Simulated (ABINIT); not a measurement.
# MgO (Fm-3m): G0W0 in ABINIT against the screening cutoff in the self-energy

How does the gap of MgO (Fm-3m) converge in the screening cutoff in the self-energy?

Program: ABINIT 10.8.3. Level of theory: PBE and many-body steps on it, plane waves. Results are calculated unless marked as measured.

### Step 1. Set-up

Symmetry: Fm-3m, No. 225, cubic system. The conventional cell has a = 4.194 Å, b = 4.194 Å, c = 4.194 Å, α = 90.00°, β = 90.00°, γ = 90.00°. Nearest to Mg lie 6 O at 2.10 Å. O has 6 Mg at 2.10 Å nearest. Farther neighbours and most contacts between anions are not listed.

The cell and positions are those that the Materials Project relaxed with its own functionals (PBE, PBE+U or r2SCAN), kept fixed.

### Step 2. Screening, 6×6×6 mesh, 343 bands, screening to 435.4 eV

This step: ABINIT 10.8.3; RPA screening on PBE, plane waves, norm-conserving pseudopotentials.

The RPA dielectric matrix is built and inverted for each q.

Input file run.abi:

```
acell 3*1.0 Angstrom
rprim 
  -0.000000000000 2.097001392700 2.097001392700
  2.097001392700 0.000000000000 2.097001392700
  2.097001392700 2.097001392700 0.000000000000
ntypat 2
znucl 12 8
natom 2
typat 1 2
xred 
  0.000000000000 0.000000000000 0.000000000000
  0.500000000000 0.500000000000 0.500000000000
pp_dirpath "pseudos"
pseudos "Mg.upf, O.upf"
ecut 38
ngkpt 6 6 6
nshiftk 1
shiftk 0 0 0
kptopt 1
chksymbreak 0
istwfk *1
occopt 1
irdwfk 1
optdriver 3
nband 343
ecuteps 16
inclvkb 2
awtr 1
symchi 1
indata_prefix "in"
outdata_prefix "out"
tmpdata_prefix "tmp"
```

Started as:

```console
$ OMP_NUM_THREADS=1 mpirun -n 8 abinit run.abi > log
```

What it wrote:

```text
.Version 10.8.3 of ABINIT. v10.8.2 released Aug 2026.

 Symmetries : space group Fm -3 m (#225); Bravais cF (face-center cubic)
[... echo of the input left out ...]
== DATASET  1 ==================================================================
-   mpi_nproc: 8, omp_nthreads: 1 (-1 if OMP is not activated)

--- !DatasetInfo
iteration_state: {dtset: 1, }
dimensions: {natom: 2, nkpt: 16, mband: 343, nsppol: 1, nspinor: 1, nspden: 1, mpw: 1411, }
cutoff_energies: {ecut:  38.0, pawecutdg:  -1.0, }
electrons: {nelect:   1.60000000E+01, charge:   0.00000000E+00, occopt:   1.00000000E+00, tsmear:   1.00000000E-02, }

 SCREENING: Calculation of the susceptibility and dielectric matrices

 Based on a program developped by R.W. Godby, V. Olevano, G. Onida, and L. Reining.
 Incorporated in ABINIT by V. Olevano, G.-M. Rignanese, and M. Torrent.
.Using double precision arithmetic ; gwpc =  8

[... cell and pseudopotentials left out ...]
--------------------------------------------------------------------------------

 ==== K-mesh for the wavefunctions ====
 Number of points in the irreducible wedge :    16
[... list of points left out ...]
 Together with 48 symmetry operations and time-reversal symmetry
 yields   216 points in the full Brillouin Zone.

 ==== Q-mesh for the screening function ====
 Number of points in the irreducible wedge :    16
[... list of points left out ...]
 Together with 48 symmetry operations and time-reversal symmetry
 yields   216 points in the full Brillouin Zone.

 setmesh: FFT mesh size selected  =    25x   25x   25
          total number of points  =        15625

 vcoul_init : cutoff-mode = AUXILIARY_FUNCTION
 q-points for optical limit:   1
     1)      0.000010    0.000020    0.000030

- screening: taking advantage of time-reversal symmetry
- Maximum band index for partially occupied states nbvw = 8
- Remaining bands to be divided among processors   nbcw = 335
- Number of bands treated by each node ~41

 Number of electrons calculated from density =   16.0000; Expected =   16.0000
 average of density, n =  0.128557
 r_s =    1.2291
 omega_plasma =   34.5863 [eV]

 calculating chi0 at frequencies [eV] :
  1    0.000000E+00    0.000000E+00
  2    0.000000E+00    3.458631E+01

--------------------------------------------------------------------------------
  q-point number  1        q = ( 0.000000, 0.000000, 0.000000) [r.l.u.]
--------------------------------------------------------------------------------
[... chi0 elements left out ...]
 For q-point:  0.000010 0.000020 0.000030
  dielectric constant =   3.0164
  dielectric constant without local fields =   3.2395

  Average fulfillment of the sum rule on Im[epsilon] for q-point    1 :    101.31  [%]
[... wings left out ...]
  q-point number  2        q = ( 0.166667, 0.000000, 0.000000) [r.l.u.]
--------------------------------------------------------------------------------
[... chi0 elements left out ...]
  Average fulfillment of the sum rule on Im[epsilon] for q-point    2 :    108.43  [%]

 [... 14 further q-points ...]
```

It took 2.3 min on 8 MPI ranks of Intel Xeon 6975P-C (Granite Rapids), shared host; peak memory 3.1 GiB; 18 min of CPU time.

This step gave:

```
ε∞ with local fields, on this mesh, along the program's q direction : 3.016
the same without local fields                                       : 3.240
plasma frequency                                                    : 34.59 eV
plane waves in the screening matrix                                 : 339
```

Local fields lower ε∞ by 7 %.

### Step 3. 1.6 Ha

This step: G0W0 on PBE, plane waves, norm-conserving pseudopotentials.

run.abi, as its differences from that of step 2:

```diff
@@ -23,8 +23,15 @@
 irdwfk 1
-optdriver 3
+optdriver 4
 nband 343
-ecuteps 16
-inclvkb 2
-awtr 1
-symchi 1
+gwcalctyp 0
+ecutsigx 38
+symsigma 1
+nkptgw 1
+kptgw 
+  0.0000000000 0.0000000000 0.0000000000
+bdgw 
+  6 12
+ecuteps 1.6
+irdscr 1
+ppmodel 1
 indata_prefix "in"
```

What it wrote:

```text
.Version 10.8.3 of ABINIT. v10.8.2 released Aug 2026.

 Symmetries : space group Fm -3 m (#225); Bravais cF (face-center cubic)
[... echo of the input left out ...]
== DATASET  1 ==================================================================
-   mpi_nproc: 8, omp_nthreads: 1 (-1 if OMP is not activated)

--- !DatasetInfo
iteration_state: {dtset: 1, }
dimensions: {natom: 2, nkpt: 16, mband: 343, nsppol: 1, nspinor: 1, nspden: 1, mpw: 1411, }
cutoff_energies: {ecut:  38.0, pawecutdg:  -1.0, }
electrons: {nelect:   1.60000000E+01, charge:   0.00000000E+00, occopt:   1.00000000E+00, tsmear:   1.00000000E-02, }

 SIGMA: Calculation of the GW corrections

 Based on a program developped by R.W. Godby, V. Olevano, G. Onida, and L. Reining.
 Incorporated in ABINIT by V. Olevano, G.-M. Rignanese, and M. Torrent.
.Using double precision arithmetic ; gwpc =  8

[... cell and pseudopotentials left out ...]
--------------------------------------------------------------------------------

 ==== K-mesh for the wavefunctions ====
 Number of points in the irreducible wedge :    16
[... list of points left out ...]
 Together with 48 symmetry operations and time-reversal symmetry
 yields   216 points in the full Brillouin Zone.

 ==== Q-mesh for screening function ====
 Number of points in the irreducible wedge :    16
[... list of points left out ...]
 Together with 48 symmetry operations and time-reversal symmetry
 yields   216 points in the full Brillouin Zone.

 vcoul_init : cutoff-mode = AUXILIARY_FUNCTION
 q-points for optical limit:   1
     1)      0.000010    0.000020    0.000030
 setmesh: FFT mesh size selected  =    32x   32x   32
          total number of points  =        32768

 Number of electrons calculated from density =   16.0000; Expected =   16.0000
 average of density, n =  0.128557
 r_s =    1.2291
 omega_plasma =   34.5863 [eV]

 === KS Band Gaps ===
  >>>> For spin  1
   Minimum direct gap =   4.8948 [eV], located at k-point      :   0.0000  0.0000  0.0000
   Fundamental gap    =   4.8948 [eV], Top of valence bands at :   0.0000  0.0000  0.0000
                                       Bottom of conduction at :   0.0000  0.0000  0.0000
 SIGMA fundamental parameters:
 PLASMON POLE MODEL  1
 number of plane-waves for SigmaX                 1411
 number of plane-waves for SigmaC and W             15
 number of plane-waves for wavefunctions          1411
 number of bands                                   343
 number of independent spin polarizations            1
 number of spinorial components                      1
 number of k-points in IBZ                          16
 number of q-points in IBZ                          16
 number of symmetry operations                      48
 number of k-points in BZ                          216
 number of q-points in BZ                          216
 number of frequencies for dSigma/dE                 9
 frequency step for dSigma/dE [eV]                0.25
 number of omega for Sigma on real axis              0
 max omega for Sigma on real axis  [eV]           0.00
 zcut for avoiding poles [eV]                     0.10

 EPSILON^-1 parameters (SCR file):
 dimension of the eps^-1 matrix on file            339
 dimension of the eps^-1 matrix used                15
 number of plane-waves for wavefunctions          1411
 number of bands                                   343
 number of q-points in IBZ                          16
 number of frequencies                               2
 number of real frequencies                          1
 number of imag frequencies                          1

 matrix elements of self-energy operator (all in [eV])

 Perturbative Calculation

--- !SelfEnergy_ee
iteration_state: {dtset: 1, }
kpoint     : [   0.000,    0.000,    0.000, ]
spin       : 1
KS_gap     :    4.895
QP_gap     :    7.037
Delta_QP_KS:    2.143
data: !SigmaeeData |
     Band     E0 <VxcDFT>   SigX SigC(E0)      Z dSigC/dE  Sig(E)    E-E0       E
        6   4.841 -20.153 -25.631   3.808   0.839  -0.192 -21.553  -1.400   3.441
        7   4.841 -20.153 -25.631   3.808   0.839  -0.192 -21.553  -1.400   3.441
        8   4.841 -20.153 -25.631   3.808   0.839  -0.192 -21.553  -1.400   3.441
        9   9.736 -13.562  -8.944  -3.763   0.869  -0.150 -12.819   0.743  10.478
       10  20.877  -9.643  -3.728  -4.519   0.869  -0.151  -8.431   1.213  22.089
       11  20.877  -9.643  -3.728  -4.519   0.869  -0.151  -8.431   1.213  22.089
       12  20.877  -9.643  -3.728  -4.519   0.869  -0.151  -8.431   1.213  22.089

== END DATASET(S) ==============================================================
================================================================================

 -outvars: echo values of variables after computation  --------
           etotal      0.0000000000E+00
            nband         343
             nkpt          16
          spgroup         225
 [... the other variables as echoed above ...]

 Calculation completed.
```

Elapsed: 2.3 s, on 8 MPI ranks; peak memory 0.17 GiB; 16 s of CPU time.

Numbers from this step:

| Property | Result |
| --- | --- |
| G0W0 gap on the points computed | 7.037 eV |
| starting gap on the mesh | 4.895 eV |
| k of the valence top | 0, 0, 0 |
| k of the conduction bottom | 0, 0, 0 |
| Z at the valence top | 0.839 |
| Z at the conduction bottom | 0.869 |
| least direct G0W0 gap on the computed points | 7.037 eV |

### Step 4. 3.2 Ha

run.abi, as its differences from that of step 3:

```diff
@@ -33,3 +33,3 @@
   6 12
-ecuteps 1.6
+ecuteps 3.2
 irdscr 1
```

What it wrote:

```text
.Version 10.8.3 of ABINIT. v10.8.2 released Aug 2026.

 Symmetries : space group Fm -3 m (#225); Bravais cF (face-center cubic)
[... echo of the input left out ...]
== DATASET  1 ==================================================================
-   mpi_nproc: 8, omp_nthreads: 1 (-1 if OMP is not activated)

--- !DatasetInfo
iteration_state: {dtset: 1, }
dimensions: {natom: 2, nkpt: 16, mband: 343, nsppol: 1, nspinor: 1, nspden: 1, mpw: 1411, }
cutoff_energies: {ecut:  38.0, pawecutdg:  -1.0, }
electrons: {nelect:   1.60000000E+01, charge:   0.00000000E+00, occopt:   1.00000000E+00, tsmear:   1.00000000E-02, }

 SIGMA: Calculation of the GW corrections

 Based on a program developped by R.W. Godby, V. Olevano, G. Onida, and L. Reining.
 Incorporated in ABINIT by V. Olevano, G.-M. Rignanese, and M. Torrent.
.Using double precision arithmetic ; gwpc =  8

[... cell and pseudopotentials left out ...]
--------------------------------------------------------------------------------

 ==== K-mesh for the wavefunctions ====
 Number of points in the irreducible wedge :    16
[... list of points left out ...]
 Together with 48 symmetry operations and time-reversal symmetry
 yields   216 points in the full Brillouin Zone.

 ==== Q-mesh for screening function ====
 Number of points in the irreducible wedge :    16
[... list of points left out ...]
 Together with 48 symmetry operations and time-reversal symmetry
 yields   216 points in the full Brillouin Zone.

 vcoul_init : cutoff-mode = AUXILIARY_FUNCTION
 q-points for optical limit:   1
     1)      0.000010    0.000020    0.000030
 setmesh: FFT mesh size selected  =    32x   32x   32
          total number of points  =        32768

 Number of electrons calculated from density =   16.0000; Expected =   16.0000
[...]
number of q-points in BZ                          216
 number of frequencies for dSigma/dE                 9
 frequency step for dSigma/dE [eV]                0.25
 number of omega for Sigma on real axis              0
 max omega for Sigma on real axis  [eV]           0.00
 zcut for avoiding poles [eV]                     0.10

 EPSILON^-1 parameters (SCR file):
 dimension of the eps^-1 matrix on file            339
 dimension of the eps^-1 matrix used                27
 number of plane-waves for wavefunctions          1411
 number of bands                                   343
 number of q-points in IBZ                          16
 number of frequencies                               2
 number of real frequencies                          1
 number of imag frequencies                          1

 matrix elements of self-energy operator (all in [eV])

 Perturbative Calculation

--- !SelfEnergy_ee
iteration_state: {dtset: 1, }
kpoint     : [   0.000,    0.000,    0.000, ]
spin       : 1
KS_gap     :    4.895
QP_gap     :    6.956
Delta_QP_KS:    2.061
data: !SigmaeeData |
     Band     E0 <VxcDFT>   SigX SigC(E0)      Z dSigC/dE  Sig(E)    E-E0       E
        6   4.841 -20.153 -25.631   3.881   0.827  -0.209 -21.474  -1.321   3.520
        7   4.841 -20.153 -25.631   3.881   0.827  -0.209 -21.474  -1.321   3.520
        8   4.841 -20.153 -25.631   3.881   0.827  -0.209 -21.474  -1.321   3.520
        9   9.736 -13.562  -8.944  -3.762   0.865  -0.156 -12.822   0.740  10.476
       10  20.877  -9.643  -3.728  -4.624   0.867  -0.154  -8.524   1.119  21.996
       11  20.877  -9.643  -3.728  -4.624   0.867  -0.154  -8.524   1.119  21.996
       12  20.877  -9.643  -3.728  -4.624   0.867  -0.154  -8.524   1.119  21.996

== END DATASET(S) ==============================================================
================================================================================

 -outvars: echo values of variables after computation  --------
           etotal      0.0000000000E+00
            nband         343
             nkpt          16
          spgroup         225
 [... the other variables as echoed above ...]

 Calculation completed.
```

Run time: 2.1 s. Hardware: 8 MPI ranks; peak memory 0.18 GiB; 15 s of CPU time.

This step gave:

* G0W0 gap on the points computed: 6.956 eV
* starting gap on the mesh: 4.895 eV
* k of the valence top: 0, 0, 0
* k of the conduction bottom: 0, 0, 0
* Z at the valence top: 0.827
* Z at the conduction bottom: 0.865
* least direct G0W0 gap on the computed points: 6.956 eV

### Step 5. 5.6 Ha

The self-energy is evaluated for the states that the input lists, and the levels follow from it, in one-shot runs by the linearised quasiparticle equation.

run.abi, as its differences from that of step 4:

```diff
@@ -33,3 +33,3 @@
   6 12
-ecuteps 3.2
+ecuteps 5.6
 irdscr 1
```

What it wrote:

```text
.Version 10.8.3 of ABINIT. v10.8.2 released Aug 2026.

 Symmetries : space group Fm -3 m (#225); Bravais cF (face-center cubic)
[... echo of the input left out ...]
== DATASET  1 ==================================================================
-   mpi_nproc: 8, omp_nthreads: 1 (-1 if OMP is not activated)

--- !DatasetInfo
iteration_state: {dtset: 1, }
dimensions: {natom: 2, nkpt: 16, mband: 343, nsppol: 1, nspinor: 1, nspden: 1, mpw: 1411, }
cutoff_energies: {ecut:  38.0, pawecutdg:  -1.0, }
[...]
10  20.877  -9.643  -3.728  -4.712   0.865  -0.156  -8.602   1.041  21.918
       11  20.877  -9.643  -3.728  -4.712   0.865  -0.156  -8.602   1.041  21.918
       12  20.877  -9.643  -3.728  -4.712   0.865  -0.156  -8.602   1.041  21.918

== END DATASET(S) ==============================================================
================================================================================

 -outvars: echo values of variables after computation  --------
           etotal      0.0000000000E+00
            nband         343
             nkpt          16
          spgroup         225
 [... the other variables as echoed above ...]

 Calculation completed.
```

Wall time 3.2 s (8 MPI ranks); peak memory 1.9 GiB; 24 s of CPU time.

Numbers from this step:

| Quantity | Value |
| --- | --- |
| G0W0 gap on the points computed | 7.121 eV |
| starting gap on the mesh | 4.895 eV |
| k of the valence top | 0, 0, 0 |
| k of the conduction bottom | 0, 0, 0 |
| least direct G0W0 gap on the computed points | 7.121 eV |

The gap on the mesh goes from 4.89 eV to 7.12 eV, a correction of +2.23 eV.

(Continued in part 2 of 2.)

[Paths, hosts, dates, memory and timing lines, banners, echoed tables and standing remarks are left out of the program output.]

[Logs are printed without paths, hosts, clocks, repeated set-up lines and the standing remarks that a program may print on its own settings, such as how far it seeks lower states.]

[Runs of the session that timed out or met a known fault of the program may be left out.]

[Hosts, paths, dates, database ids (printed as entryN), source tags and the programs' standing remarks are cut or masked in the printed files.]

[G0W0 gaps are taken among the corrected bands and points alone; a level outside them can change the order at an edge.]

[Where Ansatz stands beside ABINIT at settings called matched, ABINIT's density can come from a denser mesh and the files from another edition; pairs whose starting gaps differed by over 0.03 eV were left out, so agreement reads better than it is.]
